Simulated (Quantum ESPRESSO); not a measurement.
Runs of Quantum ESPRESSO 7.5 on MoS2. Symmetry: P-3m1, No. 164, trigonal system. Conventional cell: a = 3.227 Å, b = 3.227 Å, c = 6.312 Å, α = 90.00°, β = 90.00°, γ = 120.00°. Mo (site symmetry -3m) has 6 S at 2.42 Å as nearest neighbours. S (site symmetry 3m) is surrounded by 3 Mo at 2.42 Å. Measurements of this composition are mostly on another form, of space group No. 194.

| task | level | potentials or basis | cell | k mesh | cutoff (eV) | symmetry | SCF threshold | form of the LDA correlation | gap on the mesh (eV) | pressure (GPa) | V0 of scaled cells (Å³/atom) | B0 (GPa) | largest force (eV/Å) |
| --- | --- | --- | --- | --- | --- | --- | --- | --- | --- | --- | --- | --- | --- |
| equation of state | r2SCAN | SG15 PBE 1.2 | as given | 8 × 8 × 3 | 952 | off | 1e-08 Ry | - | - | - | (b) | 137 | - |
| band structure | r2SCAN | SG15 PBE 1.2 | as given | 7 × 7 × 3 | 952 | off | 1e-08 Ry | - | none | (a) | - | - | 0.07 |
| equation of state | LDA | GBRV 1.5 LDA | as given | 9 × 9 × 4 | 612 | - | 6e-10 Ry | PZ81 | - | - | 18.16 | 150 | - |
| band structure | LDA | GBRV 1.5 LDA | as given | 9 × 9 × 4 | 612 | - | 6e-10 Ry | PZ81 | none | -6.1 | - | - | 0.15 |
| band structure | PBEsol | GBRV 1.5 PBEsol | as given | 9 × 9 × 4 | 612 | - | 6e-10 Ry | - | none | -3.7 | - | - | - |
| equation of state | PBEsol | GBRV 1.5 PBEsol | as given | 9 × 9 × 4 | 612 | - | 6e-10 Ry | - | - | - | (c) | 142 | - |
| single point | PBEsol | GBRV 1.5 PBEsol | as given | 9 × 9 × 4 | 612 | - | 6e-10 Ry | - | none | -3.7 | - | - | - |
| single point | PBEsol | GBRV 1.5 PBEsol | atoms moved at random, drawn with an rms of 0.05 Å | 9 × 9 × 4 | 612 | - | 6e-10 Ry | - | none | -5.1 | - | - | 0.56 |

Alike in all rows: no spin polarisation; smearing fermi-dirac 0.05 eV.

Q: Estimate the missing entries.

A: (a) 0.1; (b) 18.98; (c) 18.48.

Caveats: the cell was scaled at fixed shape and fractional positions, which overstates the stiffness of a crystal with free parameters, most of all of layers and chains (some runs); some levels on the path didn't converge (some runs); this functional lacks dispersion, which binds the layers, so the pressure and a relaxed spacing across them are unreliable (some runs); the potentials were made for another functional, which shifts forces and pressure (some runs).

A k mesh can miss the band edges, and the runs leave out spin-orbit coupling on Mo.

A gap of «none» marks a metal or a gap under the smearing width.
